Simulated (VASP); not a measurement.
# KF (Pm-3m) in VASP: notebook, part 2 of 3

VASP 6.6.1.

**4. Density of states, vdW-DF2**

POSCAR

```
KF
1.0
    3.2589550000      0.0000000000      0.0000000000
    0.0000000000      3.2589550000      0.0000000000
    0.0000000000      0.0000000000      3.2589550000
K F
1 1
Cartesian
    0.0000000000      0.0000000000      0.0000000000
    1.6294775000      1.6294775000      1.6294775000
```

INCAR.step1

```
PREC = Normal
ENCUT = 350
EDIFF = 1E-7
ISMEAR = -1
SIGMA = 0.05
LREAL = False
LASPH = True
NELM = 100
ALGO = Normal
ISIF = 2
LWAVE = False
LCHARG = True
GGA = ML
LUSE_VDW = True
AGGAC = 0.0
ZAB_VDW = -1.8867
NBANDS = 15
```

KPOINTS.step1

```
regular mesh
0
Gamma
  8 8 8
```

INCAR.step2

```
PREC = Normal
ENCUT = 350
EDIFF = 1E-7
ISMEAR = -5
SIGMA = 0.05
LREAL = False
LASPH = True
NELM = 100
ALGO = Normal
ISIF = 2
LWAVE = False
LCHARG = False
GGA = ML
LUSE_VDW = True
AGGAC = 0.0
ZAB_VDW = -1.8867
LORBIT = 11
NBANDS = 15
NEDOS = 1001
ICHARG = 11
```

KPOINTS.step2

```
regular mesh
0
Gamma
  12 12 12
```

Potentials or basis: VASP PAW PBE potentials, release 64 (K_sv, F_s).

The run is started by

```bash
cat potpaw_PBE.64/K_sv/POTCAR potpaw_PBE.64/F_s/POTCAR > POTCAR
cp INCAR.step1 INCAR
cp KPOINTS.step1 KPOINTS
mpirun -np 1 vasp_std > vasp.out
cp INCAR.step2 INCAR
cp KPOINTS.step2 KPOINTS
mpirun -np 1 vasp_std > vasp.out
```

Run time: 11 s. Hardware: 1 thread of AMD EPYC 9R45 (Zen 5), shared host; peak memory 0.18 GiB.

It converged, with:

| Quantity | Value |
| --- | --- |
| Valence electrons inside the program's atomic spheres | K 7.51; F 6.77 |

Levels at points of the mesh, in eV from the valence-band top:
| k point | band 5 | band 6 | band 7 | band 8 | band 9 | band 10 | band 11 | band 12 |
| --- | --- | --- | --- | --- | --- | --- | --- | --- |
| (0.00, 0.00, 0.00) | -9.96 | -0.05 | -0.05 | -0.05 | 6.22 | 8.31 | 8.31 | 13.85 |
| (0.50, 0.00, 0.00) | -9.85 | -1.21 | -0.16 | -0.16 | 9.28 | 9.33 | 10.89 | 12.43 |
| (0.50, 0.50, 0.00) | -9.77 | -0.60 | -0.60 | 0.00 | 8.49 | 8.95 | 11.89 | 11.89 |
| (0.50, 0.50, 0.50) | -10.54 | -1.02 | -1.02 | -1.02 | 10.47 | 10.47 | 10.47 | 15.19 |

States per cell in windows of 0.5 eV (zero at the valence-band top; states under -8 eV left out):
```csv
from (eV),total,F2_p,K1_p,K1_s,K1_d,F2_s,F2_d
-8.0,0.00,0.00,0.00,0.00,0.00,0.00,0.00
-7.5,0.00,0.00,0.00,0.00,0.00,0.00,0.00
-7.0,0.00,0.00,0.00,0.00,0.00,0.00,0.00
-6.5,0.00,0.00,0.00,0.00,0.00,0.00,0.00
-6.0,0.00,0.00,0.00,0.00,0.00,0.00,0.00
-5.5,0.00,0.00,0.00,0.00,0.00,0.00,0.00
-5.0,0.00,0.00,0.00,0.00,0.00,0.00,0.00
-4.5,0.00,0.00,0.00,0.00,0.00,0.00,0.00
-4.0,0.00,0.00,0.00,0.00,0.00,0.00,0.00
-3.5,0.00,0.00,0.00,0.00,0.00,0.00,0.00
-3.0,0.00,0.00,0.00,0.00,0.00,0.00,0.00
-2.5,0.00,0.00,0.00,0.00,0.00,0.00,0.00
-2.0,0.00,0.00,0.00,0.00,0.00,0.00,0.00
-1.5,0.15,0.11,0.00,0.00,0.00,0.00,0.00
-1.0,2.70,2.11,0.04,0.01,0.02,0.00,0.00
-0.5,3.28,2.77,0.03,0.00,0.01,0.00,0.00
0.0,0.00,0.00,0.00,0.00,0.00,0.00,0.00
0.5,0.00,0.00,0.00,0.00,0.00,0.00,0.00
1.0,0.00,0.00,0.00,0.00,0.00,0.00,0.00
1.5,0.00,0.00,0.00,0.00,0.00,0.00,0.00
2.0,0.00,0.00,0.00,0.00,0.00,0.00,0.00
2.5,0.00,0.00,0.00,0.00,0.00,0.00,0.00
3.0,0.00,0.00,0.00,0.00,0.00,0.00,0.00
3.5,0.00,0.00,0.00,0.00,0.00,0.00,0.00
4.0,0.00,0.00,0.00,0.00,0.00,0.00,0.00
4.5,0.00,0.00,0.00,0.00,0.00,0.00,0.00
5.0,0.00,0.00,0.00,0.00,0.00,0.00,0.00
5.5,0.00,0.00,0.00,0.00,0.00,0.00,0.00
6.0,0.00,0.00,0.00,0.00,0.00,0.00,0.00
6.5,0.04,0.00,0.00,0.01,0.00,0.00,0.00
7.0,0.06,0.00,0.00,0.01,0.00,0.00,0.00
7.5,0.10,0.01,0.00,0.01,0.00,0.01,0.00
```

Caveat: the cutoff is under 1.25 times the usual one of these potentials, so pressure, stress and relaxed cells hold a basis-set (Pulay) error; the PAW data sets were made with another functional, which shifts forces and pressure a little.

**5. Optical spectrum, r2SCAN-EpsX**

POSCAR

```
KF
3.259
    0.999986192083      0.000000000000      0.000000000000
    0.000000000000      0.999986192083      0.000000000000
    0.000000000000      0.000000000000      0.999986192083
K F
1 1
Direct
    0.0000000000      0.0000000000      0.0000000000
    0.5000000000      0.5000000000      0.5000000000
```

INCAR.step1

```
SYSTEM = KF
PREC = Accurate
ENCUT = 400
EDIFF = 1E-8
ISMEAR = -1
SIGMA = 0.1
LREAL = .False.
LASPH = .True.
NELM = 100
ALGO = Normal
ISIF = 2
LWAVE = .False.
LCHARG = .False.
GGA = PE
LEPSILON = .True.
```

KPOINTS.step1

```
Automatic mesh
0
G
  8 8 8
  0 0 0
```

INCAR.step2

```
SYSTEM = KF
PREC = Accurate
ENCUT = 400
EDIFF = 1E-5
ISMEAR = -1
SIGMA = 0.1
LREAL = .False.
LASPH = .True.
NELM = 100
ALGO = Normal
ISIF = 2
LWAVE = .True.
LCHARG = .False.
NBANDS = 56
GGA = PE
```

KPOINTS.step2

```
Automatic mesh
0
Gamma
  4 4 4
  0 0 0
```

INCAR.step3

```
SYSTEM = KF
PREC = Accurate
ENCUT = 400
EDIFF = 1E-6
ISMEAR = -1
SIGMA = 0.1
LREAL = .False.
LASPH = .True.
NELM = 100
ALGO = Normal
ISIF = 2
LWAVE = .False.
LCHARG = .False.
METAGGA = R2SCAN
LHFCALC = .True.
AEXX = 0.4711
LMIXTAU = .True.
PRECFOCK = Fast
LOPTICS = .True.
NBANDS = 56
NEDOS = 2000
CSHIFT = 0.1
ISTART = 1
```

KPOINTS.step3

```
Automatic mesh
0
Gamma
  4 4 4
  0 0 0
```

Potentials or basis: VASP PAW PBE potentials, release 64 (K_sv, F_s).

The run is started by

```bash
cat potpaw_PBE.64/K_sv/POTCAR potpaw_PBE.64/F_s/POTCAR > POTCAR
cp INCAR.step1 INCAR
cp KPOINTS.step1 KPOINTS
mpirun -np 1 vasp_std > vasp.out
cp INCAR.step2 INCAR
cp KPOINTS.step2 KPOINTS
mpirun -np 1 vasp_std > vasp.out
cp INCAR.step3 INCAR
cp KPOINTS.step3 KPOINTS
mpirun -np 1 vasp_std > vasp.out
```

OUTCAR:

```text
SYSTEM = KF
   PREC = Accurate
   ENCUT = 400
   EDIFF = 1E-6
   ISMEAR = -1
   LREAL = .False.
   LASPH = .True.
   NELM = 100
   ISIF = 2
   METAGGA = R2SCAN
   LHFCALC = .True.
   AEXX = 0.4711
   PRECFOCK = Fast
   ISTART = 1

 ion  position               nearest neighbor table
   1  0.000  0.000  0.000-   2 2.82   2 2.82   2 2.82   2 2.82   2 2.82   2 2.82   2 2.82   2 2.82

   2  0.500  0.500  0.500-   1 2.82   1 2.82   1 2.82   1 2.82   1 2.82   1 2.82   1 2.82   1 2.82

  LATTYP: Found a simple cubic cell.
 ALAT       =     3.2589550000

  Lattice vectors:

 A1 = (   3.2589550000,   0.0000000000,   0.0000000000)
 A2 = (   0.0000000000,   3.2589550000,   0.0000000000)
 A3 = (   0.0000000000,   0.0000000000,   3.2589550000)

Analysis of symmetry for initial positions (statically):
=====================================================================
 Subroutine PRICEL returns:
 Original cell was already a primitive cell.

 Routine SETGRP: Setting up the symmetry group for a
 simple cubic supercell.

[... 416 lines left out ...]

 POSITION                                       TOTAL-FORCE (eV/Angst)
 -----------------------------------------------------------------------------------
      0.00000      0.00000      0.00000         0.000000      0.000000      0.000000
      1.62948      1.62948      1.62948         0.000000      0.000000      0.000000
 -----------------------------------------------------------------------------------
    total drift:                               -0.000000     -0.000000     -0.000000

  FREE ENERGIE OF THE ION-ELECTRON SYSTEM (eV)
  ---------------------------------------------------
  free  energy   TOTEN  =       -15.9154156042 eV

  energy  without entropy=      -15.9154156040  energy(sigma->0) =      -15.91541560

 electrical conductivity sigma (Mega S m-1) (frequency dependency in vasprun.xml)
  --------------------------------------------------------------------------------------
       0.000       0.000       0.000
       0.000       0.000      -0.000
       0.000      -0.000       0.000

  frequency dependent IMAGINARY DIELECTRIC FUNCTION (independent particle, no local field effects) density-density
     E(ev)      X         Y         Z        XY        YZ        ZX
  --------------------------------------------------------------------------------------------------------------
     0.00000     0.00000     0.00000     0.00000     0.00000     0.00000     0.00000
     1.30343     0.00041     0.00041     0.00041     0.00000     0.00000    -0.00000
     2.60687     0.00084     0.00084     0.00084     0.00000     0.00000    -0.00000
     3.91030     0.00133     0.00133     0.00133     0.00000     0.00000    -0.00000
     5.21373     0.00192     0.00192     0.00192     0.00000     0.00000    -0.00000
     6.51717     0.00269     0.00269     0.00269     0.00000     0.00000    -0.00000
[... 92 lines left out ...]
   127.73645     0.00007     0.00007     0.00007     0.00000    -0.00000     0.00000
   129.03989     0.00007     0.00007     0.00007     0.00000    -0.00000     0.00000

  frequency dependent      REAL DIELECTRIC FUNCTION (independent particle, no local field effects) density-density
     E(ev)        X           Y           Z          XY          YZ          ZX
  --------------------------------------------------------------------------------------------------------------
     0.00000     1.73968     1.73968     1.73968     0.00000    -0.00000     0.00000
     1.30343     1.74230     1.74230     1.74230     0.00000     0.00000     0.00000
     2.60687     1.75035     1.75035     1.75035     0.00000     0.00000     0.00000
     3.91030     1.76436     1.76436     1.76436     0.00000     0.00000     0.00000
     5.21373     1.78535     1.78535     1.78535     0.00000     0.00000    -0.00000
     6.51717     1.81515     1.81515     1.81515     0.00000     0.00000    -0.00000
[... 92 lines left out ...]
   127.73645     0.96063     0.96063     0.96063    -0.00000     0.00000    -0.00000
   129.03989     0.96153     0.96153     0.96153    -0.00000     0.00000    -0.00000

  frequency dependent IMAGINARY DIELECTRIC FUNCTION (independent particle, no local field effects) current-current
     E(ev)      X         Y         Z        XY        YZ        ZX
  --------------------------------------------------------------------------------------------------------------
     0.00000     2.27073     2.27073     2.27073     0.00000     0.00000    -0.00000
     1.30343     0.11434     0.11434     0.11434     0.00000     0.00000    -0.00000
     2.60687     0.05842     0.05842     0.05842     0.00000     0.00000    -0.00000
     3.91030     0.04044     0.04044     0.04044     0.00000     0.00000    -0.00000
     5.21373     0.03206     0.03206     0.03206     0.00000     0.00000    -0.00000
     6.51717     0.02772     0.02772     0.02772     0.00000     0.00000    -0.00000
[... 92 lines left out ...]
   127.73645     0.00001     0.00001     0.00001     0.00000     0.00000    -0.00000
   129.03989     0.00001     0.00001     0.00001     0.00000     0.00000    -0.00000

  frequency dependent      REAL DIELECTRIC FUNCTION (independent particle, no local field effects) current-current
     E(ev)        X           Y           Z          XY          YZ          ZX
  --------------------------------------------------------------------------------------------------------------
     0.00000     1.73987     1.73987     1.73987     0.00000     0.00000    -0.00000
     1.30343     1.74249     1.74249     1.74249     0.00000     0.00000    -0.00000
     2.60687     1.75054     1.75054     1.75054     0.00000     0.00000    -0.00000
     3.91030     1.76456     1.76456     1.76456     0.00000     0.00000    -0.00000
     5.21373     1.78557     1.78557     1.78557     0.00000     0.00000    -0.00000
     6.51717     1.81539     1.81539     1.81539     0.00000     0.00000    -0.00000
[... 92 lines left out ...]
   127.73645     0.96063     0.96063     0.96063    -0.00000    -0.00000     0.00000
   129.03989     0.96153     0.96153     0.96153    -0.00000    -0.00000     0.00000
```

OUTCAR.step2:

```text
SYSTEM = KF
   PREC = Accurate
   ENCUT = 400
   EDIFF = 1E-5
   ISMEAR = -1
   LREAL = .False.
[... 438 lines left out ...]
      0.00000      0.00000      0.00000         0.000000      0.000000      0.000000
      1.62948      1.62948      1.62948         0.000000      0.000000      0.000000
 -----------------------------------------------------------------------------------
    total drift:                                0.000000      0.000000     -0.000000

  FREE ENERGIE OF THE ION-ELECTRON SYSTEM (eV)
  ---------------------------------------------------
  free  energy   TOTEN  =        -8.0891070565 eV

  energy  without entropy=       -8.0891070565  energy(sigma->0) =       -8.08910706
```

It took 4.6 min on 1 thread of AMD EPYC 9R45 (Zen 5), shared host; peak memory 0.16 GiB.

Results:

| Property | Result |
| --- | --- |
| Free energy | -15.9154 eV |
| Pressure | -4.0 GPa |
| Band gap on the k mesh | 11.88 eV, indirect (least direct gap 11.93 eV) |

Dielectric function (mean over the directions given):
| energy (eV) | real part | imaginary part |
| --- | --- | --- |
| 0.26 | 1.74 | 0.00 |
| 0.91 | 1.74 | 0.00 |
| 1.56 | 1.74 | 0.00 |
| 2.28 | 1.75 | 0.00 |
| 2.93 | 1.75 | 0.00 |
| 3.65 | 1.76 | 0.00 |
| 4.30 | 1.77 | 0.00 |
| 4.95 | 1.78 | 0.00 |
| 5.67 | 1.79 | 0.00 |
| 6.32 | 1.81 | 0.00 |
| 7.04 | 1.83 | 0.00 |
| 7.69 | 1.85 | 0.00 |
| 8.34 | 1.88 | 0.00 |
| 9.06 | 1.91 | 0.01 |
| 9.71 | 1.95 | 0.01 |
| 10.43 | 2.01 | 0.01 |
| 11.08 | 2.10 | 0.02 |
| 11.80 | 2.22 | 0.18 |
| 12.45 | 2.18 | 0.05 |
| 13.10 | 2.52 | 0.13 |
| 13.82 | 2.46 | 0.33 |
| 14.47 | 2.55 | 1.10 |
| 15.19 | 2.59 | 0.65 |
| 15.84 | 1.67 | 1.66 |
| 16.49 | 1.08 | 0.76 |
| 17.21 | 1.73 | 0.51 |
| 17.86 | 2.04 | 0.73 |
| 18.57 | 2.00 | 0.78 |
| 19.23 | 1.18 | 1.12 |
| 19.94 | 1.30 | 0.65 |

Caveat: the k mesh is coarse (spacing up to 0.48 Å⁻¹), so the values aren't converged, least of all with exact exchange; spectra need much finer meshes, so this one isn't converged; independent-particle spectra lack excitons; the PAW data sets were made with another functional, which shifts forces and pressure a little. A k mesh can miss the band edges.

(Continued in part 3 of 3.)
